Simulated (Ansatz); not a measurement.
## Nb: Wannier functions with PBEsol+U

Nb:

```
Nb
1.0
    -1.66395    1.66395    1.66395
     1.66395   -1.66395    1.66395
     1.66395    1.66395   -1.66395
Nb
1
Cartesian
  0.0000 0.0000 0.0000
```

| Quantity | Value |
| --- | --- |
| Program | Ansatz 0.2.0 |
| Task | Wannier functions |
| Functional | PBEsol |
| Potentials or basis | JTH PAW |
| Cutoff | 1170 eV |
| Density cutoff | 4680 eV |
| k mesh | 11 × 11 × 11 |
| Occupations | fermi-dirac, width 0.1 eV |
| Spin | no spin polarisation |
| Hubbard terms | Nb d U = 7 eV |
| Driver | chain |
| Hubbard projectors | ortho-atomic (the default) |
| Double counting | fll (the default) |

```json
{
  "Band gap on the k mesh": "none (metal or under the smearing width)",
  "Total Wannier spread": "9.61 Å² over 6 functions"
}
```

Levels at points of the mesh, in eV from the Fermi level:
```tsv
k point	band 4	band 5	band 6	band 7	band 8	band 9
(0.00, 0.00, 0.00)	-29.90	-6.21	0.08	0.08	0.08	4.66
```

Wannier centres (Å) and spreads (Å²):
| function | x | y | z | spread |
| --- | --- | --- | --- | --- |
| 1 | 0.000 | 0.000 | 0.032 | 1.262 |
| 2 | 0.000 | 0.169 | -0.112 | 1.487 |
| 3 | 0.000 | -0.169 | -0.112 | 1.487 |
| 4 | 0.000 | -0.140 | 0.091 | 1.542 |
| 5 | 0.000 | 0.140 | 0.091 | 1.542 |
| 6 | 0.000 | -1.664 | 0.842 | 2.288 |

Eigenvalues of the final occupation matrices:
```tsv
site	spin	trace	eigenvalues
site 1	1	2.03	0.25 0.25 0.51 0.51 0.51
```

Wall time 6.6 s on 2 threads of Arm Neoverse V1, on a shared host, peak memory 0.52 GiB.

Caveat: U without spin polarisation on a metal has little footing; the U is typed as a test and isn't derived for this compound; some levels weren't fully converged.
